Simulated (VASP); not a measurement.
Mg:

```
Mg
1.0
     3.05030    0.00000    0.00000
    -1.52515    2.64164    0.00000
     0.00000    0.00000    3.04484
Mg
1
Direct
  0.00000 0.00000 0.00000
```

This isn't the form of Mg at room conditions, which is hcp.

```yaml
Program: VASP 6.6.1
Task: single point
Functional: PBE
Potentials_or_basis: VASP PAW PBE potentials, release 64 (Mg)
Cutoff: 520 eV
k_mesh: 10 × 10 × 9
Occupations: fermi-dirac, width 0.05 eV
Spin: no spin polarisation
```

On this cell: pressure 1.1 GPa; band gap on the k mesh none (metal or under the smearing width).

The same run follows on a disturbed copy (cell strained at random at fixed volume):

```
Mg
1.0
     2.95141    0.00785    0.03501
    -1.46890    2.70739   -0.02488
     0.03495   -0.00850    3.06644
Mg
1
Direct
  0.01052 0.98470 0.01275
```

Q: What changes?

A: The energy (extrapolated to zero smearing) moves by +8.5 meV/atom; pressure 1.3 GPa; band gap on the k mesh none (metal or under the smearing width).

Stress tensor (GPa, compression positive):
```
 3.60 -0.11  0.06
-0.11  0.62 -0.03
 0.06 -0.03 -0.26
```
